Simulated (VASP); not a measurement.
Consider the following.

```
CELL_PARAMETERS angstrom
      0.00000     2.95138     2.95138
      2.95138     0.00000     2.95138
      2.95138     2.95138     0.00000
ATOMIC_POSITIONS crystal
  Li 0.00000 0.00000 0.00000
  I  0.50000 0.50000 0.50000
```

Computed with PBEsol GGA, VASP's PBE PAW potentials (set 64) (plane waves; VASP 6.6.1). Numerical set-up: 520 eV cut-off, 8×8×8 Γ-centred mesh, Gaussian smearing of 0.010 eV, potentials Li_sv I.

Task: Give the electronic dielectric tensor ε∞ (DFPT, local fields included).

Result: 
```
4.36  0.00  0.00
0.00  4.36  0.00
0.00  0.00  4.36
```

Task: Give the Born effective charges.

Result: 
```
atom   Z*xx   Z*yy   Z*zz   mean
----  -----  -----  -----  -----
Li1    1.30   1.30   1.30   1.30
I2    -1.30  -1.30  -1.30  -1.30
```

Task: And the static tensor with the ions free?

Result: 
```
13.9  0.00  0.00
0.00  13.9  0.00
0.00  0.00  13.9
```

Task: Which frequencies do the optical Γ-point modes have (no LO-TO splitting)?

Result: 160 (×3) cm⁻¹.

The compound is LiI in the rock salt structure. It was relaxed first, which changed the volume by -6 %.
